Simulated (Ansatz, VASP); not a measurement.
One calculation of CdTe, two programs

Contents of INCAR:

```
SYSTEM = CdTe
PREC = Accurate ; ENCUT = 520
EDIFF = 1E-7 ; ISMEAR = 0
SIGMA = 0.02 ; LREAL = .FALSE.
LASPH = .TRUE. ; NELM = 100
ALGO = Normal ; ISIF = 2
LWAVE = .FALSE. ; LCHARG = .FALSE.
GGA = PE ; NBANDS = 16
```

Contents of KPOINTS:

```
regular mesh
0
G
  10 10 10
  0 0 0
```

File POSCAR:

```
CdTe
1.0
    0.0000000000      3.2553000000      3.2553000000
    3.2553000000      0.0000000000      3.2553000000
    3.2553000000      3.2553000000      0.0000000000
Cd Te
1 1
Direct
    0.0000000000      0.0000000000      0.0000000000
    0.2500000000      0.2500000000      0.2500000000
```

Input for Ansatz:

```yaml
crystal:
  lattice:
    - [0.0, 3.2553, 3.2553]
    - [3.2553, 0.0, 3.2553]
    - [3.2553, 3.2553, 0.0]
  atoms:
    - { symbol: Cd, position: [0.0, 0.0, 0.0] }
    - { symbol: Te, position: [0.25, 0.25, 0.25] }
basis:
  ecutwfc: 420
kpoints:
  mp_grid: { grid: [10, 10, 10] }
hamiltonian:
  xc: pbe
scf:
  occupations: { method: gaussian, width: 0.02 }
output:
  forces: true
  stress: true
  eigenvalues: true
```

Alike in both runs: task single point; functional PBE; k mesh 10 × 10 × 10; occupations gaussian, width 0.02 eV; no spin polarisation.

```csv
,VASP,Ansatz
version,VASP 6.6.1,Ansatz 0.2.0
potentials or method,"VASP PAW PBE potentials, release 64 (Cd, Te)","scalar-relativistic, plane waves, PAW"
plane-wave cutoff (eV),520,420
valence electrons in the cell,18,36
```

|  | VASP | Ansatz | Ansatz less VASP |
| --- | --- | --- | --- |
| gap on the k mesh at the Fermi level (eV) | 0.73 | 0.73 | +0.002 |
| least direct gap on the mesh (eV) | 0.73 | 0.73 | +0.002 |
| pressure (GPa) | 2.1 | 1.9 | -0.13 |

With one functional, cell and mesh, what is left measures potentials, basis and numerics. The two sets of potentials don't hold the same shells in valence.

Caveats: spin-orbit coupling is left out, which moves the levels of the heavy elements.
